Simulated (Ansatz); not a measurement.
Ge:

```
CELL_PARAMETERS angstrom
2.71047 0.00000 0.00000
0.00000 2.71047 0.00000
0.00000 0.00000 2.71047
ATOMIC_POSITIONS crystal
Ge 0.00000 0.00000 0.00000
```

The cell was built by a generator and needn't be a form met in nature.

| Quantity | Value |
| --- | --- |
| Program | Ansatz 0.2.0 |
| Task | relaxation of cell and atoms |
| Functional | B3LYP |
| Potentials or basis | Ansatz PAW |
| Cutoff | 420 eV (not typed: the program's choice for these potentials) |
| k mesh | 5 × 5 × 5 |
| Occupations | fermi-dirac, width 0.05 eV |
| Spin | no spin polarisation |

At the start: volume 19.91 Å³/atom.

Problem. How do energy, volume and symmetry change on relaxing?

Solution. It ends after 6 steps and the volume is 20.97 Å³/atom (+5.3 %); space group Pm-3m (No. 221, to 0.05 Å).

The path:
| step | energy change (eV) | largest force (eV/Å) | volume (Å³) |
| --- | --- | --- | --- |
| 1 | 0.0000 | 0.0000 | 19.91 |
| 2 | -0.0111 | 0.0000 | 21.15 |
| 3 | -0.0114 | 0.0000 | 20.99 |
| 4 | -0.0117 | 0.0000 | 20.99 |
| 5 | -0.0117 | 0.0000 | 20.97 |
| 6 | -0.0116 | 0.0000 | 20.97 |

Final structure:
```xyz
1
Lattice="2.7578 0.0000 0.0000 0.0000 2.7578 0.0000 0.0000 0.0000 2.7578" Properties=species:S:1:pos:R:3 pbc="T T T"
Ge    0.0000    0.0000    0.0000
```

Caveat: the k mesh is coarse (spacing up to 0.46 Å⁻¹), so the values aren't converged, least of all with exact exchange; the plane-wave basis is chosen anew once the cell has moved, so the energies of steps on either side of that aren't comparable; the PAW data sets come from PBE, with cores solved anew for the run's functional, which leaves a small shift of forces and pressure.
